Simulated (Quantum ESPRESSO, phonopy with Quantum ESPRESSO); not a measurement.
# BeS (F-43m): a worked LO-TO splitting

Wanted: the LO mode of BeS (F-43m) from the TO mode and the field response.

Program: Quantum ESPRESSO 7.5. Level of theory: DFT PBE, scalar-relativistic, plane waves, GBRV ultrasoft pseudopotentials. Results are calculated unless marked as measured.

The database entry behind the starting cell differs from later determinations by our own check (0.1 to 0.3 % short, probably kX units), so it need not match the best structure at ambient conditions.

## Step 1: The relaxed structure

Symmetry: F-43m, No. 216, cubic system. The conventional cell has a = 4.877 Å, b = 4.877 Å, c = 4.877 Å, α = 90.00°, β = 90.00°, γ = 90.00°. Be has 4 S at 2.11 Å nearest. S has 4 Be at 2.11 Å nearest. Farther neighbours and most contacts between anions are not listed.

Coordinates:

```xyz
2
Lattice="-2.4385 0.0000 2.4385 0.0000 2.4385 2.4385 -2.4385 2.4385 0.0000" Properties=species:S:1:pos:R:3 pbc="T T T"
Be    0.0000    0.0000    0.0000
S    -1.2193    1.2193    1.2193
```

This is the cell after its relaxation at this level of theory, not the database cell from which that began.

## Step 2: What the response run gave

A linear-response run on the relaxed cell, with the response to an electric field; only its zone-centre results are used. Cutoff 45 Ry, k mesh 8×8×8.

The log of the run:

```text
[banners, grids, parts of the stress and lines that vanish by symmetry left out]
Program PHONON v.7.5
     Reading xml data from directory:

[...]
Exchange-correlation= PBE
                           (   1   4   3   4   0   0   0)
[...]
(   3 q-points):
[...]
kinetic-energy cut-off    =      45.0000  Ry
     charge density cut-off    =     270.0000  Ry
     convergence threshold     =      1.0E-18
[...]
Exchange-correlation= PBE
                           (   1   4   3   4   0   0   0)
[...]
q = (   0.0000000   0.0000000   0.0000000 )
     25 Sym.Ops. (with q -> -q+G )
     G cutoff =  580.9302  (  14649 G-vectors)     FFT grid: ( 36, 36, 36)
     G cutoff =  387.2868  (   7943 G-vectors)  smooth grid: ( 27, 27, 27)
     number of k points=    29
[...]
Mode symmetry, T_d (-43m)  point group:
[...]
Dielectric constant
[...]
End of electric fields calculation
          Dielectric constant in cartesian axis
          (       5.269599950      -0.000000000      -0.000000000 )
          (      -0.000000000       5.269599950      -0.000000000 )
          (       0.000000000       0.000000000       5.269599950 )
          Effective charges (d Force / dE) in cartesian axis without acoustic sum rule applied (asr)
           atom    1  Be    Mean Z*:        1.62774
      Ex  (        1.62774        0.00000       -0.00000 )
      Ey  (       -0.00000        1.62774        0.00000 )
      Ez  (       -0.00000        0.00000        1.62774 )
           atom    2  S     Mean Z*:       -1.62527
      Ex  (       -1.62527       -0.00000       -0.00000 )
      Ey  (       -0.00000       -1.62527        0.00000 )
      Ez  (       -0.00000        0.00000       -1.62527 )
          Effective charges Sum: Mean:        0.00247
[...]
Effective charges (d Force / dE) in cartesian axis with asr applied:
           atom    1  Be    Mean Z*:        1.62650
[...]
atom    2  S     Mean Z*:       -1.62650
[...]
Representation #   1 modes #   1   2   3
[...]
End of self-consistent calculation
     Convergence has been achieved
     Representation #   2 modes #   4   5   6
[...]
End of self-consistent calculation
     Convergence has been achieved
[...]
Dielectric constant in cartesian axis
          (       5.269599950      -0.000000000      -0.000000000 )
          (      -0.000000000       5.269599950      -0.000000000 )
          (       0.000000000       0.000000000       5.269599950 )
          Effective charges (d Force / dE) in cartesian axis without acoustic sum rule applied (asr)
[...]
q = (    0.000000000   0.000000000   0.000000000 )
[...]
freq (    1) =      -0.558241 [THz] =     -18.620919 [cm-1]
     freq (    2) =      -0.558241 [THz] =     -18.620919 [cm-1]
     freq (    3) =      -0.558241 [THz] =     -18.620919 [cm-1]
     freq (    4) =      16.720759 [THz] =     557.744489 [cm-1]
     freq (    5) =      16.720759 [THz] =     557.744489 [cm-1]
     freq (    6) =      16.720759 [THz] =     557.744489 [cm-1]
[...]
Mode symmetry, T_d (-43m)  point group:
     freq (   1-   3) =        -18.6  [cm-1]   --> T_2  G_15 P_4   I+R
     freq (   4-   6) =        557.7  [cm-1]   --> T_2  G_15 P_4   I+R
[...]
Mode symmetry, C_3v (3m)   point group:
[...]
Representation #   1 mode #   1
[...]
End of self-consistent calculation
     Convergence has been achieved
     Representation #   2 mode #   2
[...]
End of self-consistent calculation
     Convergence has been achieved
     Representation #   3 modes #   3   4
[...]
Convergence has been achieved
     Representation #   4 modes #   5   6
[...]
Convergence has been achieved
[...]
q = (    0.500000000  -0.500000000   0.500000000 )
[...]
freq (    1) =       4.929056 [THz] =     164.415606 [cm-1]
     freq (    2) =       4.929056 [THz] =     164.415606 [cm-1]
     freq (    3) =      11.015318 [THz] =     367.431455 [cm-1]
     freq (    4) =      16.100296 [THz] =     537.048054 [cm-1]
     freq (    5) =      16.100296 [THz] =     537.048054 [cm-1]
     freq (    6) =      18.080033 [THz] =     603.084972 [cm-1]
[...]
Mode symmetry, C_3v (3m)   point group:
     freq (   1-   2) =        164.4  [cm-1]   --> E    L_3
     freq (   3-   3) =        367.4  [cm-1]   --> A_1  L_1
     freq (   4-   5) =        537.0  [cm-1]   --> E    L_3
     freq (   6-   6) =        603.1  [cm-1]   --> A_1  L_1
[...]
Mode symmetry, D_2d (-42m) point group:
[...]
Representation #   1 mode #   1
[...]
Convergence has been achieved
     Representation #   2 mode #   2
[...]
Convergence has been achieved
     Representation #   3 modes #   3   4
[...]
End of self-consistent calculation
     Convergence has been achieved
     Representation #   4 modes #   5   6
[...]
End of self-consistent calculation
     Convergence has been achieved
[...]
q = (    0.000000000  -1.000000000   0.000000000 )
[...]
freq (    1) =       6.992638 [THz] =     233.249312 [cm-1]
     freq (    2) =       6.992638 [THz] =     233.249312 [cm-1]
     freq (    3) =      11.035618 [THz] =     368.108601 [cm-1]
     freq (    4) =      14.978151 [THz] =     499.617351 [cm-1]
     freq (    5) =      14.978151 [THz] =     499.617351 [cm-1]
     freq (    6) =      19.466163 [THz] =     649.321301 [cm-1]
[...]
Mode symmetry, D_2d (-42m) point group:
     freq (   1-   2) =        233.2  [cm-1]   --> E    X_5  W_3
     freq (   3-   3) =        368.1  [cm-1]   --> A_1  X_1  W_1
     freq (   4-   5) =        499.6  [cm-1]   --> E    X_5  W_3
     freq (   6-   6) =        649.3  [cm-1]   --> B_2  X_3  W_2

   JOB DONE.
```

```tsv
quantity	value
cell volume Ω (Å³)	29.002
mass of Be (u)	9.012
mass of S (u)	32.060
Born charge of Be, raw (e)	1.628
Born charge of S, raw (e)	-1.625
ε∞	5.270
ω(TO) after the sum rule (cm⁻¹)	558.8
```

## Step 3: The calculation

The charges must sum to zero over the cell; taking off their mean, 0.001 e, leaves Z* = 1.627 e on Be. In the polar mode Be moves against S, so the reduced mass is μ = 9.01 × 32.06 / 41.07 = 7.035 u.

A longitudinal wave builds up a field that adds to the restoring force: ω(LO)² = ω(TO)² + 4π Z*² / (μ Ω ε∞), in Hartree atomic units. With μ = 12823 electron masses and Ω = 195.71 bohr³ the second term is 2.5137e-06 Ha², or 121083 cm⁻² (1 Ha = 219474.6 cm⁻¹).

So ω(LO) = √(312257 + 121083) = 658.3 cm⁻¹, and by the Lyddane-Sachs-Teller relation ε₀ = ε∞ (ω(LO)/ω(TO))² = 7.31.

## Step 4: Check against the program

The analysis program adds the same non-analytic term to the full matrix, here for q along (1 0 0).

The log of the run:

```text
[banner, memory and clock lines left out]
Program DYNMAT v.7.5

     Reading Dynamical Matrix from file x.dyn1
     ...Force constants read
     ...epsilon and Z* read

     Polarizability (A^3 units)
     multiply by 0.412677 for Clausius-Mossotti correction
         9.853730   -0.000000    0.000000
        -0.000000    9.853730    0.000000
        -0.000000   -0.000000    9.853730

     IR activities are in (D/A)^2/amu units

# mode   [cm-1]    [THz]      IR
    1     -0.00   -0.0000    0.0000
    2     -0.00   -0.0000    0.0000
    3     -0.00   -0.0000    0.0000
    4    558.80   16.7525    8.6762
    5    558.80   16.7525    8.6762
    6    658.29   19.7350    8.6762
```

ε₀ comes from the program's run without a direction of q.

```tsv
quantity	by hand	program
ω(LO) (cm⁻¹)	658.3	658.3
ε₀	7.31	7.31
```

## Step 5: Summary of results

```yaml
to_mode: 558.8 cm⁻¹
lo_mode: 658.3 cm⁻¹
static_dielectric_constant: 7.313
```

The LO mode of BeS (F-43m) lies at 658 cm⁻¹, 99 cm⁻¹ above the TO mode; the formula meets the program within 0.1 cm⁻¹, as it must for a cubic crystal with one polar mode. ω(LO)² − ω(TO)² goes with Z*²/ε∞: an error of 5 % in ε∞ would move the LO mode by 4.4 cm⁻¹, and semilocal functionals tend to overestimate ε∞. The acoustic modes of the response miss zero by 19 cm⁻¹, a numerical error that can touch the optical modes as well. These are harmonic values at zero temperature, at the volume of this functional, for the structure held cubic; stability elsewhere in the zone is no part of this calculation.

[Host names and launcher messages were left out of these logs when they were recorded.]

[Logs are printed without paths, hosts, clocks, repeated set-up lines and the standing remarks that a program may print on its own settings, such as how far it seeks lower states.]

[Hosts, paths, dates, database ids (printed as entryN), source tags and the programs' standing remarks are cut or masked in the printed files.]
